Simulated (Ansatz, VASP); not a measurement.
ZnS in VASP and in Ansatz

Contents of INCAR:

```
PREC = Accurate
ENCUT = 520
EDIFF = 1E-7
ISMEAR = -1
SIGMA = 0.05
LREAL = False
LASPH = True
NELM = 60
ALGO = Normal
ISIF = 2
LWAVE = False
LCHARG = False
GGA = PS
NBANDS = 16
```

Contents of KPOINTS:

```
regular mesh
0
Gamma
  9 9 9
```

Contents of POSCAR:

```
ZnS
1.0
    0.0000000000      2.6838652254      2.6838652254
    2.6838652254      0.0000000000      2.6838652254
    2.6838652254      2.6838652254      0.0000000000
Zn S
1 1
Direct
    0.7500000000      0.7500000000      0.7500000000
    0.0000000000      0.0000000000      0.0000000000
```

Contents of input.yaml:

```yaml
crystal:
  lattice:
    - [0.0, 2.6838652254, 2.6838652254]
    - [2.6838652254, 0.0, 2.6838652254]
    - [2.6838652254, 2.6838652254, 0.0]
  atoms:
    - { symbol: Zn, position: [0.75, 0.75, 0.75] }
    - { symbol: S, position: [0.0, 0.0, 0.0] }
kpoints:
  mp_grid: { grid: [9, 9, 9] }
scf:
  occupations: { method: fermi_dirac, width: 0.05 }
hamiltonian:
  xc: pbesol
  pseudopotentials: { kind: all_electron, lapw: { basis_error: 0.0005 } }
output:
  forces: true
  stress: true
  eigenvalues: true
```

Change from the starting cell: volume scaled by 0.98.

Alike in both runs: task single point; functional PBEsol; k mesh 9 × 9 × 9; occupations fermi-dirac, width 0.05 eV; no spin polarisation.

|  | VASP | Ansatz |
| --- | --- | --- |
| version | VASP 6.6.1 | Ansatz 0.2.0 |
| potentials or method | VASP PAW PBE potentials, release 64 (Zn, S) | all-electron LAPW, scalar-relativistic |
| plane-wave cutoff (eV) | 520 | see its input |

```tsv
	VASP	Ansatz	Ansatz less VASP
gap on the k mesh at the Fermi level (eV)	2.07	2.06	-0.003
least direct gap on the mesh (eV)	2.07	2.06	-0.003
pressure (GPa)	-0.3	-0.5	-0.20
```

Ansatz ran all-electron here, so the differences hold the error of VASP's frozen core and of both bases.

Caveats: the PAW data sets were made with another functional, which shifts forces and pressure a little (VASP).
